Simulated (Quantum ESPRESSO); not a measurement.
Runs of Quantum ESPRESSO 7.5 on CdS (Hawleyite). The structure is cubic, space group F-43m (No. 216). The conventional cell has a = 5.833 Å, b = 5.833 Å, c = 5.833 Å, α = 90.00°, β = 90.00°, γ = 90.00°. Around Cd (site symmetry -43m) lie 4 S at 2.53 Å. S (site symmetry -43m) is surrounded by 4 Cd at 2.53 Å. 

```csv
task,level,potentials or basis,cell,k mesh,form of the LDA correlation,q mesh,pressure (GPa)
dielectric tensor,BLYP,GBRV 1.5 PBE,as given,"8 × 8 × 8, shifted",-,-,6.4
phonon dispersion,LDA,GBRV 1.5 LDA,relaxed,"4 × 4 × 4, shifted",PZ81,2 × 2 × 2,0.0
dielectric tensor,WC,GBRV 1.5 PBE,as given,"8 × 8 × 8, shifted",-,-,0.2
dielectric tensor,AM05,GBRV 1.5 PBE,as given,"8 × 8 × 8, shifted",-,-,(a)
dielectric tensor,LDA,GBRV 1.5 LDA,as given,"8 × 8 × 8, shifted",PZ81,-,-2.1
dielectric tensor,PBEsol,GBRV 1.5 PBEsol,as given,"8 × 8 × 8, shifted",-,-,0.0
```

Alike in all rows: no spin polarisation; cutoff (eV) 612; smearing fermi-dirac 0.05 eV.

**Question.** Fill in the values left out.

**Answer.** (a) 0.7.

Caveats: the potentials were made for another functional, which shifts forces and pressure (some runs); the cell is more than 3 GPa from zero pressure, which shifts response properties (some runs).

Runs at the PBE level aren't shown here.
